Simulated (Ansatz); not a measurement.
# ZnSe (Stilleite) (F-43m) in Ansatz: further runs

Runs on ZnSe (Stilleite). Level: PBEsol. Tasks: band structure.

Program: Ansatz 0.2.0. These are calculated values, not measurements. Logs are shortened: lines on timing, memory, paths and dates and some standing lists are left out, and cuts for length are marked.

**Experimental background.**

From “Alloy Disordering Effects on the Thermal Conductivity and Energy Gap Temperature Dependence of Cd1−xZnxSe Ternary Crystals Grown by the Bridgman Method”, 2023, pmc:10253836, for a bulk crystal of ZnSe at 300 K: band gap 2.695 ± 0.003 eV (an exciton energy, a little under the gap).

The runs below are set against these values where they give the same quantity.

## Step 1: The crystal as given

It takes space group F-43m (No. 216, cubic). The conventional cell has a = 5.668 Å, b = 5.668 Å, c = 5.668 Å, α = 90.00°, β = 90.00°, γ = 90.00°. Se (site symmetry -43m) is surrounded by 4 Zn at 2.45 Å. Zn (site symmetry -43m) has 4 Se at 2.45 Å as nearest neighbours.

## Step 2: Band structure, PBEsol

File input.yaml:

```yaml
crystal:
  lattice:
    - [0.0, 2.8338, 2.8338]
    - [2.8338, 0.0, 2.8338]
    - [2.8338, 2.8338, 0.0]
  atoms:
    - { symbol: Se, position: [0.75, 0.75, 0.75] }
    - { symbol: Zn, position: [0.0, 0.0, 0.0] }
kpoints:
  mp_grid: { grid: [8, 8, 8] }
  band_path:
    path:
      - [0.0, 0.0, 0.0]
      - [0.5, 0.0, 0.5]
      - [0.5, 0.25, 0.75]
      - [0.375, 0.375, 0.75]
      - [0.0, 0.0, 0.0]
      - [0.5, 0.5, 0.5]
      - [0.625, 0.25, 0.625]
      - [0.5, 0.25, 0.75]
    npoints: 6
scf:
  occupations: { method: fermi_dirac, width: 0.05 }
hamiltonian:
  xc: pbesol
  pseudopotentials: { kind: all_electron, lapw: { basis_error: 0.001 } }
output:
  forces: true
  stress: true
  eigenvalues: true
```

Potentials or basis: all-electron LAPW, scalar-relativistic.

Launch:

```console
$ ansatz run input.yaml --threads 1 --pin off --max-ram 3072MiB --backend cpu --events-out ev --progress --plain --runs-dir out
```

Output:

```text
Warning: RAYON_NUM_THREADS=1 ignored (pool sized by the plan → 1); use --threads N
LAPW: plane waves up to 9.033 Å⁻¹, error target 1.0e-3 eV per atom; small_component_spin mean_spin; Zn in spheres of 1.247 Å, 20 of its electrons in bands, Dirac shells []; Se in spheres of 1.207 Å, 24 of its electrons in bands, Dirac shells [] (how accurate: hamiltonian.pseudopotentials.lapw.basis_error, Limitations)
Engine: ansatz 0.2.0, aarch64-unknown-linux-gnu
Pseudopotentials: kind: all_electron
Pseudopotential: Se, LAPW, valence charge 24, lapw/all_electron/scalar/gaussian/Se, Koelling and Harmon's equation, gaussian nucleus
Pseudopotential: Zn, LAPW, valence charge 20, lapw/all_electron/scalar/gaussian/Zn, Koelling and Harmon's equation, gaussian nucleus
Functional definition: PBEsol
  exchange = pbesol_x
  correlation = pbesol_c
Crystal: 2 atoms, lattice volume = 45.513 Å³
Basis set: ecut = 310.88288597858605 eV, 537 PW (Γ), exchange–correlation at level 2
Bands: 27, of which v1, the nominal top of the filled ones, is band 22 counted from 1 (21 counted from 0)
Symmetry: 24 space group operations
Space group: F-43m (ITA 216), of the structure as read, at distance tolerance 3.6e-5 Å
k-points: 29 of 512 (time reversal used)
Non-local potential: Se, projectors of the file, none
Non-local potential: Zn, projectors of the file, none
Initial density: superposition of atomic densities (chi_scale 0.1, normalization cell, long waves kept (reshape's long-wave potential 0.00 eV rms))
Initial wavefunctions: plane waves of lowest kinetic energy (no species holds an atomic orbital)
Functional: x = pbesol(κ = 0.804, μ = 0.12345679012345678), c = pbesol(β = 0.046)
iter 1 solved again at ethr=1.46e-3 eV; its pass at ethr=1.00e-1 eV (dr2=6.41e-1 eV) is discarded
SCF iter   1: F=—  HF=-114917.355207 eV  |F-HF|=—  |Δ(HF+E_count)|=         —  Δρ=2.96e-2  dr2=6.42e-1  ethr=1.46e-3  ⟨swp⟩=2.0  Hψ=4924  notcnv=0
preconditioner: auto → none  [insulator: Δε(μ)=1.432 eV  Ē_g=12.102 eV  σ=0.050 eV  W_gap=1.00  n_scr=14 (ndim 8)  ℏωp=23.4 eV  f_vac=0.193  D(μ)=0.00/eV (n_scr^D=0)  ε∞_Penn≈4.7]
iter 2 solved again at ethr=6.84e-5 eV; its pass at ethr=1.46e-3 eV (dr2=3.01e-2 eV) is discarded
SCF iter   2: F=—  HF=-114917.150108 eV  |F-HF|=—  |Δ(HF+E_count)|=   2.05e-1  Δρ=9.28e-3  dr2=3.01e-2  ethr=6.84e-5  ⟨swp⟩=2.0  Hψ=4020  notcnv=0
SCF iter   3: F=—  HF=-114917.070733 eV  |F-HF|=—  |Δ(HF+E_count)|=   7.94e-2  Δρ=6.28e-3  dr2=1.44e-2  ethr=6.84e-5  ⟨swp⟩=3.0  Hψ=2550  notcnv=0
SCF iter   4: F=—  HF=-114917.063091 eV  |F-HF|=—  |Δ(HF+E_count)|=         —  Δρ=2.73e-3  dr2=2.75e-3  ethr=3.27e-5  ⟨swp⟩=2.0  Hψ=2227  notcnv=0
the basis was enlarged: its passes take 30.6 KiB over the memory plan, 1 of 1 planned eigensolver slots
SCF iter   5: F=—  HF=-114917.062782 eV  |F-HF|=—  |Δ(HF+E_count)|=   3.09e-4  Δρ=4.77e-4  dr2=6.17e-5  ethr=6.26e-6  ⟨swp⟩=2.0  Hψ=2227  notcnv=0
SCF iter   6: F=—  HF=-114917.062772 eV  |F-HF|=—  |Δ(HF+E_count)|=   9.47e-6  Δρ=6.68e-5  dr2=1.38e-6  ethr=1.40e-7  ⟨swp⟩=2.0  Hψ=2228  notcnv=0
SCF iter   7: F=-114917.062774 eV  HF=-114917.062774 eV  |F-HF|=8.00e-10  |Δ(HF+E_count)|=   2.00e-6  Δρ=8.29e-6  dr2=2.47e-8  ethr=3.13e-9  ⟨swp⟩=3.0  Hψ=2313  notcnv=0
SCF 1 converged in 7 iterations: F = -114917.062774 eV  dr2 = 2.47e-8
NSCF: frozen V_eff on 43 k-points
SCF converged after 7 iterations
Free energy (F): -114917.062774 eV
Harris-Foulkes:  -114917.062774 eV  (|F-HF|=8.00e-10)
Internal energy: -114917.062774 eV  (E = F + TS)
E sigma→0 (E₀):  -114917.062774 eV
Entropy (-TS):   -0.000000 eV (-0.000 meV/atom)
Fermi energy:    8.534660 eV
--- Per-component energies (eV) ---
  E_band       = -2241.155511
  E_kinetic    = 117368.960483
  E_xc         = -4261.767657
  E_electrostatic = -228024.255600  (all electrons and nuclei)
  E_smearing   = -0.000000  (= −TS)
  E_closure    = 0.000000  (closes the sum)
  E_atoms      = -114910.299036  (free atoms, spherical and without spin; not in F)
  Σ components = -114917.062774   (vs F -114917.062774, Δ=0.00e0)
  Basis errors (estimates in eV, not in F): energy 4.3e-4 per atom: plane waves 4.0e-4 (2.4e-4 summed), levels above the bands 3.2e-86, relativity 1.3e-8, radial functions 3.4e-5, core shells 5.2e-10; eigenvalues (radial functions only) 1.6e-6; not estimated: angular momenta, meshes, grids; target (lapw.basis_error) 1.0e-3; muffin-tin radii Zn 1.247 Å, Se 1.207 Å
--- Forces (eV/Å), atoms counted from 1 ---
  atom   1  Se    -0.00000000     0.00000000     0.00000000
  atom   2  Zn     0.00000000    -0.00000000     0.00000000
  max |Σ_I F_I| component: 2.08e-17 eV/Å
--- Stress (GPa, compression-positive) ---
       -1.114640       0.000000      -0.000000
        0.000000      -1.114640       0.000000
       -0.000000       0.000000      -1.114640
  P = ⅓ Tr σ = -1.1146 GPa (-11.146 kbar)
--- Band table (eV; the first three rows and the last of 29) ---
  k-point 0: bands = ["-198.8813", "-138.5458", "-138.5458", "-138.5458", "-116.9617", "-71.2912", "-71.2912", "-71.2912", "-38.9831", "-38.9831", "-38.9831", "-38.9787", "-38.9787", "-5.3711", "1.3603", "1.3603", "1.3603", "1.7314", "1.7314", "7.9154", "7.9154", "7.9154", "9.0853", "13.6618", "13.6618", "13.6618", "17.6597"]
  k-point 1: bands = ["-198.8813", "-138.5458", "-138.5458", "-138.5458", "-116.9617", "-71.2912", "-71.2912", "-71.2912", "-38.9831", "-38.9830", "-38.9830", "-38.9787", "-38.9787", "-5.2697", "1.3661", "1.3762", "1.3762", "1.7300", "1.7300", "6.5675", "7.7619", "7.7619", "10.0996", "13.5828", "13.9170", "13.9170", "18.5379"]
  k-point 2: bands = ["-198.8813", "-138.5458", "-138.5458", "-138.5458", "-116.9617", "-71.2913", "-71.2912", "-71.2912", "-38.9831", "-38.9830", "-38.9830", "-38.9786", "-38.9786", "-5.0062", "1.4111", "1.4111", "1.4189", "1.7314", "1.7314", "4.8345", "7.4348", "7.4348", "10.5730", "14.2938", "14.2938", "14.3758", "18.2911"]
  k-point 28: bands = ["-198.8813", "-138.5458", "-138.5458", "-138.5458", "-116.9617", "-71.2913", "-71.2913", "-71.2912", "-38.9830", "-38.9830", "-38.9827", "-38.9787", "-38.9785", "-4.3001", "1.4752", "1.5676", "1.6976", "1.7012", "2.0325", "3.2011", "5.1213", "5.2168", "13.2782", "13.4376", "14.7857", "15.5018", "19.5311"]
```

It took 22 s on 1 thread of Arm Neoverse V1, shared host; peak memory 0.29 GiB.

Results:

| Property | Result |
| --- | --- |
| Free energy | -114917.0628 eV |
| Pressure | -1.1 GPa |
| Band gap on the k mesh | 1.17 eV, direct |
| Band gap along the path | 1.17 eV, direct |

Levels at the corners of the path, in eV from the valence-band top:
| point | band 18 | band 19 | band 20 | band 21 | band 22 | band 23 | band 24 | band 25 | band 26 | band 27 |
| --- | --- | --- | --- | --- | --- | --- | --- | --- | --- | --- |
| Γ | -6.18 | -6.18 | 0.00 | 0.00 | 0.00 | 1.17 | 5.75 | 5.75 | 5.75 | 9.74 |
| X | -6.14 | -6.01 | -4.78 | -2.20 | -2.20 | 2.85 | 3.38 | 10.59 | 11.18 | 11.18 |
| W | -6.21 | -5.88 | -4.71 | -2.79 | -2.70 | 5.36 | 5.52 | 6.87 | 7.59 | 11.62 |
| K | -6.16 | -5.92 | -4.75 | -3.13 | -1.81 | 3.48 | 5.52 | 8.93 | 9.21 | 9.45 |
| Γ | -6.18 | -6.18 | 0.00 | 0.00 | 0.00 | 1.17 | 5.75 | 5.75 | 5.75 | 9.74 |
| L | -6.17 | -6.03 | -5.27 | -0.87 | -0.87 | 2.45 | 6.32 | 6.32 | 8.40 | 10.80 |
| U | -6.16 | -5.92 | -4.75 | -3.13 | -1.81 | 3.48 | 5.52 | 8.93 | 9.21 | 9.45 |
| W | -6.21 | -5.88 | -4.71 | -2.79 | -2.70 | 5.36 | 5.52 | 6.87 | 7.59 | 11.62 |

## Step 3: Band structure, PBEsol

Changes to input.yaml since step 2:

```diff
@@ -25,3 +25,6 @@
   xc: pbesol
-  pseudopotentials: { kind: all_electron, lapw: { basis_error: 0.001 } }
+  pseudopotentials:
+    kind: all_electron
+    lapw: { basis_error: 0.001 }
+    relativity: none
 output:
```

Potentials or basis: all-electron LAPW, non-relativistic.

Launch:

```console
$ ansatz run input.yaml --threads 1 --pin off --max-ram 3072MiB --backend cpu --events-out ev --progress --plain --runs-dir out
```

It took 22 s on 1 thread of Arm Neoverse V1, shared host; peak memory 0.28 GiB.

The run converged. Its results:

| Item | Value |
| --- | --- |
| Free energy | -113678.2913 eV |
| Pressure | -0.1 GPa |
| Band gap on the k mesh | 1.73 eV, direct |
| Band gap along the path | 1.73 eV, direct |

Levels at the corners of the path, in eV from the valence-band top:
| point | band 20 | band 21 | band 22 | band 23 | band 24 | band 25 |
| --- | --- | --- | --- | --- | --- | --- |
| Γ | 0.00 | 0.00 | 0.00 | 1.73 | 5.76 | 5.76 |
| X | -4.71 | -2.19 | -2.19 | 2.90 | 3.51 | 10.74 |
| W | -4.57 | -2.81 | -2.68 | 5.35 | 5.75 | 7.02 |
| K | -4.62 | -3.13 | -1.79 | 3.57 | 5.64 | 8.98 |
| Γ | 0.00 | 0.00 | 0.00 | 1.73 | 5.76 | 5.76 |
| L | -5.18 | -0.86 | -0.86 | 2.78 | 6.30 | 6.30 |
| U | -4.62 | -3.13 | -1.79 | 3.57 | 5.64 | 8.98 |
| W | -4.57 | -2.81 | -2.68 | 5.35 | 5.75 | 7.02 |

Caveat: relativity is left out, which matters for the heavier elements.

## Step 4: Band structure, PBEsol

Changes to input.yaml since step 3:

```diff
@@ -25,6 +25,3 @@
   xc: pbesol
-  pseudopotentials:
-    kind: all_electron
-    lapw: { basis_error: 0.001 }
-    relativity: none
+  pseudopotentials: { kind: all_electron, datasets: crystal }
 output:
```

Potentials or basis: all-electron PAW datasets made for the crystal.

Launch:

```console
$ ansatz run input.yaml --threads 1 --pin off --max-ram 3072MiB --backend cpu --events-out ev --progress --plain --runs-dir out
```

It took 15 s on 1 thread of Arm Neoverse V1, shared host; peak memory 0.5 GiB.

It converged, with:

```yaml
Free_energy: -114917.0635 eV
Pressure: -1.1 GPa
Band_gap_on_the_k_mesh: 1.17 eV, direct
Band_gap_along_the_path: 1.17 eV, direct
```

Levels at the corners of the path, in eV from the valence-band top:
```csv
point,band 6,band 7,band 8,band 9,band 10,band 11,band 12,band 13
Γ,-6.18,0.00,0.00,0.00,1.17,5.75,5.75,5.75
X,-6.01,-4.78,-2.20,-2.20,2.85,3.38,10.59,11.18
W,-5.88,-4.71,-2.79,-2.70,5.36,5.52,6.87,7.59
K,-5.92,-4.75,-3.13,-1.81,3.48,5.52,8.93,9.21
Γ,-6.18,0.00,0.00,0.00,1.17,5.75,5.75,5.75
L,-6.03,-5.27,-0.87,-0.87,2.45,6.32,6.32,8.40
U,-5.92,-4.75,-3.13,-1.81,3.48,5.52,8.93,9.21
W,-5.88,-4.71,-2.79,-2.70,5.36,5.52,6.87,7.59
```

## Step 5: The runs side by side

| potentials or basis | cutoff (eV) | basis error allowed | gap on the mesh (eV) | pressure (GPa) |
| --- | --- | --- | --- | --- |
| all-electron LAPW, scalar-relativistic | 311 | 0.001 eV/atom | 1.17 | -1.1 |
| all-electron LAPW, non-relativistic | 311 | 0.001 eV/atom | 1.73 | -0.1 |
| all-electron PAW datasets made for the crystal | 220 | - | 1.17 | -1.1 |

Alike in all rows: task band structure; level PBEsol; no spin polarisation; cell as given; k mesh 8 × 8 × 8; smearing fermi-dirac 0.05 eV.

Caveats: relativity is left out, which matters for the heavier elements (some runs).

Compare energies only between runs with the same functional and basis.

## Step 6: How close it comes

Step 2. A measured gap of ZnSe is 2.695 eV (an exciton energy, a little under the gap; 300 K; “Alloy Disordering Effects on the Thermal Conductivity and Energy Gap Temperature Dependence of Cd1−xZnxSe Ternary Crystals Grown by the Bridgman Method”, 2023, pmc:10253836); the calculated 1.17 eV misses it by -1.53 eV. So large a miss can be the level of theory's own, or it may mean another phase, state or a wrong row. Spin-orbit coupling on Se is left out. The value is that of PBEsol, without temperature or zero-point motion. Semilocal functionals fall short of measured gaps as a rule.

Step 3. Against the measured gap of ZnSe, 2.695 eV (an exciton energy, a little under the gap; 300 K; “Alloy Disordering Effects on the Thermal Conductivity and Energy Gap Temperature Dependence of Cd1−xZnxSe Ternary Crystals Grown by the Bridgman Method”, 2023, pmc:10253836), the calculated 1.73 eV is off by -0.97 eV. Spin-orbit coupling on Se is left out. The value is that of PBEsol, without temperature or zero-point motion. Semilocal functionals fall short of measured gaps as a rule.

Step 4. A measured gap of ZnSe is 2.695 eV (an exciton energy, a little under the gap; 300 K; “Alloy Disordering Effects on the Thermal Conductivity and Energy Gap Temperature Dependence of Cd1−xZnxSe Ternary Crystals Grown by the Bridgman Method”, 2023, pmc:10253836); the calculated 1.17 eV misses it by -1.52 eV. So large a miss can be the level of theory's own, or it may mean another phase, state or a wrong row. Spin-orbit coupling on Se is left out. The value is that of PBEsol, without temperature or zero-point motion. Semilocal functionals fall short of measured gaps as a rule.
